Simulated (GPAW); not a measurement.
# Au (Fm-3m) in GPAW: further runs

Runs on Au. Level: PBE. Tasks: single point.

Program: GPAW 26.7.0. These are calculated values, not measurements. Logs are shortened: lines on timing, memory, paths and dates and some standing lists are left out, and cuts for length are marked. The log counts tension as positive stress, the text compression.

## (1) The crystal as given

It takes space group Fm-3m (No. 225, cubic). Conventional cell: a = 4.070 Å, b = 4.070 Å, c = 4.070 Å, α = 90.00°, β = 90.00°, γ = 90.00°. Au (site symmetry m-3m) is surrounded by 12 Au at 2.88 Å.

## (2) Single point, PBE

run.py

```python
from ase import Atoms
from ase.dft.bandgap import bandgap
from ase.io import write
from ase.units import GPa
from gpaw import GPAW, PW

atoms = Atoms(['Au'],
              cell=[[0.0, 2.035, 2.035],
                    [2.035, 0.0, 2.035],
                    [2.035, 2.035, 0.0]],
              scaled_positions=[[0.0, 0.0, 0.0]],
              pbc=True)

calc = GPAW(mode=PW(900),
            xc='PBE',
            kpts={'size': (11, 11, 11), 'gamma': True},
            occupations={'name': 'fermi-dirac', 'width': 0.05},
            nbands=14,
            convergence={'density': 1e-05, 'energy': 1e-05},
            maxiter=80,
            txt='gpaw.txt')
atoms.calc = calc
energy = atoms.get_potential_energy()
forces = atoms.get_forces()
stress = atoms.get_stress()
calc.write('gs.gpw')
write('result.traj', atoms)
print(f'Energy: {energy:.6f} eV')
print('Forces (eV/A):')
print(forces.round(4))
print('Stress (GPa):', (stress / GPa).round(3))
print('Fermi level:', round(calc.get_fermi_level(), 4), 'eV')
print(f'Gap: {bandgap(calc)[0]:.4f} eV, direct: {bandgap(calc, direct=True)[0]:.4f} eV')
```

Potentials or basis: GPAW PAW data sets (gpaw-data 1.2.1), pw.

Run with:

```bash
$ OMP_NUM_THREADS=1 python run.py
```

gpaw.txt:

```text
__  _  _
 | _ |_)|_||  |
 |__||  | ||/\| - 26.7.0

Input parameters:
  mode=PW(ecut=900.0000000000001),
  convergence={'density': 1e-05, 'energy': 1e-05},
  kpts=MonkhorstPack(size=(11, 11, 11), gamma=True),
  maxiter=80,
  nbands=14,
  occupations=Occupations(name='fermi-dirac', width=0.05),
  xc=XC(name='PBE')

Diagonalizing LCAO Hamiltonian
Converting LCAO to pw mode

       Au

Atoms  # Å, Bohr magnetons
|   | symbol |        x |        y |        z |    initial magnetic moments |
|---|--------|----------|----------|----------|-----------------------------|
| 0 |     Au | 0.000000 | 0.000000 | 0.000000 | ( 0.0000,  0.0000,  0.0000) |

Unit cell  # Å
| periodic |        x |        y |        z |  lengths |    angles |
|----------|----------|----------|----------|----------|-----------|
|      yes | 0.000000 | 2.035000 | 2.035000 | 2.877925 | 60.000000 |
|      yes | 2.035000 | 0.000000 | 2.035000 | 2.877925 | 60.000000 |
|      yes | 2.035000 | 2.035000 | 0.000000 | 2.877925 | 60.000000 |

Number of symmetries: 48
Symmetry operations  # r_c * U_cc + t_c -> r_c
|    | kind |            matrix            |
|----|------|------------------------------|
|  0 |  σ   |  1, 0, 0,  1, 0,-1,  1,-1, 0 |
|  1 |  C2  |  1, 0, 0,  1,-1, 0,  1, 0,-1 |
|  2 |  E   |  1, 0, 0,  0, 1, 0,  0, 0, 1 |
|  3 |  σ   |  1, 0, 0,  0, 0, 1,  0, 1, 0 |
|  4 |  C4  |  1, 0,-1,  1, 0, 0,  1,-1, 0 |
|  5 |  S6  |  1, 0,-1,  1,-1, 0,  1, 0, 0 |
|  6 |  σ   |  1, 0,-1,  0, 1,-1,  0, 0,-1 |
|  7 |  C3  |  1, 0,-1,  0, 0,-1,  0, 1,-1 |
|  8 |  S6  |  1,-1, 0,  1, 0, 0,  1, 0,-1 |
|  9 |  C4  |  1,-1, 0,  1, 0,-1,  1, 0, 0 |
| 10 |  C3  |  1,-1, 0,  0,-1, 1,  0,-1, 0 |
| 11 |  σ   |  1,-1, 0,  0,-1, 0,  0,-1, 1 |
| 12 |  σ   |  0, 1, 0,  1, 0, 0,  0, 0, 1 |
| 13 |  C4  |  0, 1, 0,  0, 1,-1, -1, 1, 0 |
| 14 |  C3  |  0, 1, 0,  0, 0, 1,  1, 0, 0 |
| 15 |  S6  |  0, 1, 0, -1, 1, 0,  0, 1,-1 |
| 16 |  C2  |  0, 1,-1,  1, 0,-1,  0, 0,-1 |
| 17 |  σ   |  0, 1,-1,  0, 1, 0, -1, 1, 0 |
| 18 |  S4  |  0, 1,-1,  0, 0,-1,  1, 0,-1 |
| 19 |  C4  |  0, 1,-1, -1, 1, 0,  0, 1, 0 |
| 20 |  C3  |  0, 0, 1,  1, 0, 0,  0, 1, 0 |
| 21 |  σ   |  0, 0, 1,  0, 1, 0,  1, 0, 0 |
| 22 |  S6  |  0, 0, 1,  0,-1, 1, -1, 0, 1 |
| 23 |  C4  |  0, 0, 1, -1, 0, 1,  0,-1, 1 |
| 24 |  S4  |  0, 0,-1,  1, 0,-1,  0, 1,-1 |
| 25 |  C3  |  0, 0,-1,  0, 1,-1,  1, 0,-1 |
| 26 |  C2  |  0, 0,-1,  0,-1, 0, -1, 0, 0 |
| 27 |  S6  |  0, 0,-1, -1, 0, 0,  0,-1, 0 |
| 28 |  S4  |  0,-1, 1,  1,-1, 0,  0,-1, 0 |
| 29 |  C4  |  0,-1, 1,  0, 0, 1, -1, 0, 1 |
| 30 |  C2  |  0,-1, 1,  0,-1, 0,  1,-1, 0 |
| 31 |  σ   |  0,-1, 1, -1, 0, 1,  0, 0, 1 |
| 32 |  C3  |  0,-1, 0,  1,-1, 0,  0,-1, 1 |
| 33 |  S6  |  0,-1, 0,  0, 0,-1, -1, 0, 0 |
| 34 |  S4  |  0,-1, 0,  0,-1, 1,  1,-1, 0 |
| 35 |  C2  |  0,-1, 0, -1, 0, 0,  0, 0,-1 |
| 36 |  C2  | -1, 1, 0,  0, 1, 0,  0, 1,-1 |
| 37 |  S6  | -1, 1, 0,  0, 1,-1,  0, 1, 0 |
| 38 |  S4  | -1, 1, 0, -1, 0, 1, -1, 0, 0 |
| 39 |  C3  | -1, 1, 0, -1, 0, 0, -1, 0, 1 |
| 40 |  S6  | -1, 0, 1,  0, 0, 1,  0,-1, 1 |
| 41 |  C2  | -1, 0, 1,  0,-1, 1,  0, 0, 1 |
| 42 |  C3  | -1, 0, 1, -1, 1, 0, -1, 0, 0 |
| 43 |  S4  | -1, 0, 1, -1, 0, 0, -1, 1, 0 |
| 44 |  C2  | -1, 0, 0,  0, 0,-1,  0,-1, 0 |
| 45 |  i   | -1, 0, 0,  0,-1, 0,  0, 0,-1 |
| 46 |  σ   | -1, 0, 0, -1, 1, 0, -1, 0, 1 |
| 47 |  C2  | -1, 0, 0, -1, 0, 1, -1, 1, 0 |

BZ-sampling:
  Number of BZ points: 1331
  Number of IBZ points: 56

  Monkhorst-Pack size: [11, 11, 11]
  Monkhorst-Pack shift: [0, 0, 0]

K-points  # in reciprocal-cell coordinates
|     |                                coordinates |     weight |
|-----|--------------------------------------------|------------|
|   0 | (  0.00000000,   0.00000000,   0.00000000) | 0.00075131 |
|   1 | (  0.09090909,   0.09090909,   0.00000000) | 0.00450789 |
|   2 | (  0.09090909,   0.09090909,   0.09090909) | 0.00601052 |
|   3 | (  0.18181818,   0.09090909,   0.09090909) | 0.00901578 |
|   4 | (  0.18181818,   0.18181818,   0.00000000) | 0.00450789 |
|   5 | (  0.18181818,   0.18181818,   0.09090909) | 0.01803156 |
|   6 | (  0.18181818,   0.18181818,   0.18181818) | 0.00601052 |
|   7 | (  0.27272727,   0.18181818,   0.09090909) | 0.01803156 |
|   8 | (  0.27272727,   0.18181818,   0.18181818) | 0.01803156 |
|   9 | (  0.27272727,   0.27272727,   0.00000000) | 0.00450789 |
| ... |                                            |            |
|  55 | (  0.45454545,   0.45454545,   0.45454545) | 0.00601052 |

Plane wave coefficients: 1044
Cutoff: 900.0000000000001 eV

Spin-components: 1 (collinear spins)
Bands:           14
Projectors:      6
Spin-degeneracy: 2
Datatype:        complex128

Parallelization:
  kpt:    1
  domain: 1
  band:   1

Density:
  Valence electrons: 11.0
  Components: 1
  Grid points: [20 20 20]
  Charge: 0.0  # |e|

Potential:
  Grid points: [20 20 20]

species:
  Au:
    name:    Gold
    Z:       79.0
    valence: 11
    core:    68
    charge:  0.0  # [|e|]
    compensation charges:
      type: gauss
      rc: 0.42  # [Å]
      lmax: 2
    cutoffs:
      filter: 2.33  # [Å]
      core: 2.81  # [Å]
    projectors
    | kind |    occ | energy [eV] | rcut [Å] |
    |------|--------|-------------|----------|
    |   6s |  1.000 |      -5.728 |    1.323 |
    |   6p |  0.000 |      -0.775 |    1.323 |
    |   5d | 10.000 |      -6.891 |    1.323 |
    |    s |        |      21.484 |    1.323 |
    |    p |        |      26.436 |    1.323 |
    |    d |        |      20.321 |    1.323 |

    Using partial waves for Au as LCAO basis

Reference energy: -516598.271109  # eV

eigensolver:
  PPCG
  Converge bands: occupied
  niter=2

density mixing:
  MSR1-Mixer
  Pratt-step length: 0.05
  Maximum mixing coefficient: 0.75
  Old densities: 10
  SVD Regularization: 0.005
  Good broyden scale: 1.0
  Trust region scale: 1.0
  Backstep threshold: 4.0
  History deletion threshold: 6.0
  Fourier metric: weight=20.0, sigma=0.015

occupation numbers:
  Fermi-Dirac:
    width: 0.0500  # eV

poisson solver:
  ecut: 7200.000000000001  # eV

xc functional:
  name: PBE with 2 nearest neighbor stencil

convergence criteria:
- Maximum integral of absolute [dens]ity change: 1e-05 electrons / valence electron
- Maximum [total energy] change in last 3 cyles: 1e-05 eV / valence electron
- Maximum integral of absolute [eigenst]ate change: 4e-08 eV^2 / valence electron
maximum number of iterations: 80

SCF iterations
|iter     | |      energy | eigst |  dens |
|---------|-|-------------|-------|-------|
|iter:   1| |   -3.424798 | -0.32 |       |
|iter:   2| |   -3.366774 | -2.69 | -1.10 |
|iter:   3| |   -3.144145 | -2.05 | -1.15 |
|iter:   4| |   -3.141657 | -4.12 | -2.05 |
|iter:   5| |   -3.140893 | -4.31 | -2.37 |
|iter:   6| |   -3.140890 | -6.21 | -3.78 |
|iter:   7| |   -3.140889c| -7.37 | -4.08 |
|iter:   8| |   -3.140889c| -8.77c| -5.29c|

Converged in 8 steps
Energy contributions relative to reference atoms: (reference = -516598.271109)

Energy contributions:
  Kinetic:          -4.469854
  Coulomb:           3.418637
  Zero:              0.185965
  External:          0.000000
  Xc:               -2.274881
  Entropy:          -0.001512
  Spinorbit:         0.000000
  ----------------------------
  Free energy:      -3.141645
  Extrapolated:     -3.140889

dipole moment: (-13.908156, -13.908156, -13.908156)  # |e|*Ang

Fermi level: 10.180
Eigenvalues  # (at kpt = [0.000, 0.000, 0.000])
| band index |      eig [eV] | occ [0-2] |
|------------|---------------|-----------|
|          0 |         0.195 |     2.000 |
|          1 |         5.396 |     2.000 |
|          2 |         5.396 |     2.000 |
|          3 |         5.396 |     2.000 |
|          4 |         6.935 |     2.000 |
|          5 |         6.935 |     2.000 |
|          6 |        25.925 |     0.000 |
|          7 |        29.781 |     0.000 |
|          8 |        29.781 |     0.000 |
|          9 |        29.781 |     0.000 |
|         10 |        33.808 |     0.000 |
|         11 |        38.239 |     0.000 |
|         12 |        38.239 |     0.000 |
|         13 |        38.239 |     0.000 |

No gap
No difference between direct/indirect transitions

Forces  # eV/Ang
|        x |       y |        z |
|----------|---------|----------|
| -0.00000 | 0.00000 | -0.00000 |  # Au   0

Stress tensor  # eV/Ang^3
|         x |         y |         z |
|-----------|-----------|-----------|
| -0.082769 | -0.000000 | -0.000000 |
| -0.000000 | -0.082769 |  0.000000 |
| -0.000000 |  0.000000 | -0.082769 |

# Writing to gs.gpw (mode='')
```

It took 5.6 s on 1 thread of AMD EPYC 9R45 (Zen 5), shared host; peak memory 0.15 GiB.

Results:

| Property | Result |
| --- | --- |
| Free energy | -3.1416 eV |
| Pressure | 13.3 GPa |
| Band gap on the k mesh | none (metal or under the smearing width) |

Caveat: with this Au data set, volumes or pressures lay over 1.5 % or 2 GPa off other programs in two to four cells of ten.

## (3) Single point, PBE

run.py

```python
from ase.dft.bandgap import bandgap
from ase.io import read, write
from ase.units import GPa
from gpaw import GPAW, PW

atoms = read('Au.cif')

calc = GPAW(mode=PW(600),
            xc='PBE',
            kpts={'size': (2, 2, 2), 'gamma': True},
            occupations={'name': 'fermi-dirac', 'width': 0.05},
            nbands=42,
            convergence={'density': 1e-05, 'energy': 1e-05},
            maxiter=100,
            txt='gpaw.txt')
atoms.calc = calc
energy = atoms.get_potential_energy()
forces = atoms.get_forces()
stress = atoms.get_stress()
calc.write('gs.gpw')
write('result.traj', atoms)
print(f'Energy: {energy:.6f} eV')
print('Forces (eV/A):')
print(forces.round(4))
print('Stress (GPa):', (stress / GPa).round(3))
print('Fermi level:', round(calc.get_fermi_level(), 4), 'eV')
print(f'Gap: {bandgap(calc)[0]:.4f} eV, direct: {bandgap(calc, direct=True)[0]:.4f} eV')
```

Au.cif

```cif
data_Au
_cell_length_a 4.07000000
_cell_length_b 4.07000000
_cell_length_c 4.07000000
_cell_angle_alpha 90.00000000
_cell_angle_beta 90.00000000
_cell_angle_gamma 90.00000000
_space_group_name_H-M_alt 'Fm-3m'
_space_group_name_Hall '-F 4 2 3'
_space_group_IT_number 225
loop_
_space_group_symop_operation_xyz
'x,y,z'
'-x,-y,-z'
'-y,x,z'
'y,-x,-z'
'-x,-y,z'
'x,y,-z'
'y,-x,z'
'-y,x,-z'
'x,-y,-z'
'-x,y,z'
'-y,-x,-z'
'y,x,z'
'-x,y,-z'
'x,-y,z'
'y,x,-z'
'-y,-x,z'
'z,x,y'
'-z,-x,-y'
'z,-y,x'
'-z,y,-x'
'z,-x,-y'
'-z,x,y'
'z,y,-x'
'-z,-y,x'
'-z,x,-y'
'z,-x,y'
'-z,-y,-x'
'z,y,x'
'-z,-x,y'
'z,x,-y'
'-z,y,x'
'z,-y,-x'
'y,z,x'
'-y,-z,-x'
'x,z,-y'
'-x,-z,y'
'-y,z,-x'
'y,-z,x'
'-x,z,y'
'x,-z,-y'
'-y,-z,x'
'y,z,-x'
'-x,-z,-y'
'x,z,y'
'y,-z,-x'
'-y,z,x'
'x,-z,y'
'-x,z,-y'
'x,y+1/2,z+1/2'
'-x,-y+1/2,-z+1/2'
'-y,x+1/2,z+1/2'
[... 62 lines left out ...]
'-z+1/2,-x,-y+1/2'
'z+1/2,-y,x+1/2'
'-z+1/2,y,-x+1/2'
'z+1/2,-x,-y+1/2'
'-z+1/2,x,y+1/2'
'z+1/2,y,-x+1/2'
'-z+1/2,-y,x+1/2'
'-z+1/2,x,-y+1/2'
'z+1/2,-x,y+1/2'
'-z+1/2,-y,-x+1/2'
'z+1/2,y,x+1/2'
'-z+1/2,-x,y+1/2'
'z+1/2,x,-y+1/2'
'-z+1/2,y,x+1/2'
'z+1/2,-y,-x+1/2'
'y+1/2,z,x+1/2'
'-y+1/2,-z,-x+1/2'
'x+1/2,z,-y+1/2'
'-x+1/2,-z,y+1/2'
'-y+1/2,z,-x+1/2'
'y+1/2,-z,x+1/2'
'-x+1/2,z,y+1/2'
'x+1/2,-z,-y+1/2'
'-y+1/2,-z,x+1/2'
'y+1/2,z,-x+1/2'
'-x+1/2,-z,-y+1/2'
'x+1/2,z,y+1/2'
'y+1/2,-z,-x+1/2'
'-y+1/2,z,x+1/2'
'x+1/2,-z,y+1/2'
'-x+1/2,z,-y+1/2'
'x+1/2,y+1/2,z'
'-x+1/2,-y+1/2,-z'
'-y+1/2,x+1/2,z'
'y+1/2,-x+1/2,-z'
'-x+1/2,-y+1/2,z'
'x+1/2,y+1/2,-z'
'y+1/2,-x+1/2,z'
'-y+1/2,x+1/2,-z'
'x+1/2,-y+1/2,-z'
'-x+1/2,y+1/2,z'
'-y+1/2,-x+1/2,-z'
'y+1/2,x+1/2,z'
'-x+1/2,y+1/2,-z'
'x+1/2,-y+1/2,z'
'y+1/2,x+1/2,-z'
'-y+1/2,-x+1/2,z'
'z+1/2,x+1/2,y'
'-z+1/2,-x+1/2,-y'
'z+1/2,-y+1/2,x'
'-z+1/2,y+1/2,-x'
'z+1/2,-x+1/2,-y'
'-z+1/2,x+1/2,y'
'z+1/2,y+1/2,-x'
'-z+1/2,-y+1/2,x'
'-z+1/2,x+1/2,-y'
'z+1/2,-x+1/2,y'
'-z+1/2,-y+1/2,-x'
'z+1/2,y+1/2,x'
'-z+1/2,-x+1/2,y'
'z+1/2,x+1/2,-y'
'-z+1/2,y+1/2,x'
'z+1/2,-y+1/2,-x'
'y+1/2,z+1/2,x'
'-y+1/2,-z+1/2,-x'
'x+1/2,z+1/2,-y'
'-x+1/2,-z+1/2,y'
'-y+1/2,z+1/2,-x'
'y+1/2,-z+1/2,x'
'-x+1/2,z+1/2,y'
'x+1/2,-z+1/2,-y'
'-y+1/2,-z+1/2,x'
'y+1/2,z+1/2,-x'
'-x+1/2,-z+1/2,-y'
'x+1/2,z+1/2,y'
'y+1/2,-z+1/2,-x'
'-y+1/2,z+1/2,x'
'x+1/2,-z+1/2,y'
'-x+1/2,z+1/2,-y'
loop_
_atom_site_label
_atom_site_type_symbol
_atom_site_symmetry_multiplicity
_atom_site_Wyckoff_symbol
_atom_site_fract_x
_atom_site_fract_y
_atom_site_fract_z
_atom_site_occupancy
Au1 Au 4 a 0.0000000000 0.0000000000 0.0000000000 1
```

Potentials or basis: GPAW PAW data sets (gpaw-data 1.2.1), pw.

Run with:

```bash
$ OMP_NUM_THREADS=1 python run.py
```

It took 7.8 s on 1 thread of Intel Xeon Platinum 8488C (Sapphire Rapids), shared host; peak memory 0.17 GiB.

These settings aren't checked as converged: the numbers below hold their error.

What came out:

- Free energy: -11.3853 eV
- Pressure: 13.2 GPa
- Band gap on the k mesh: none (metal or under the smearing width)

Caveat: the k mesh is coarse (spacing up to 0.77 Å⁻¹), so the values aren't converged; with this Au data set, volumes or pressures lay over 1.5 % or 2 GPa off other programs in two to four cells of ten.
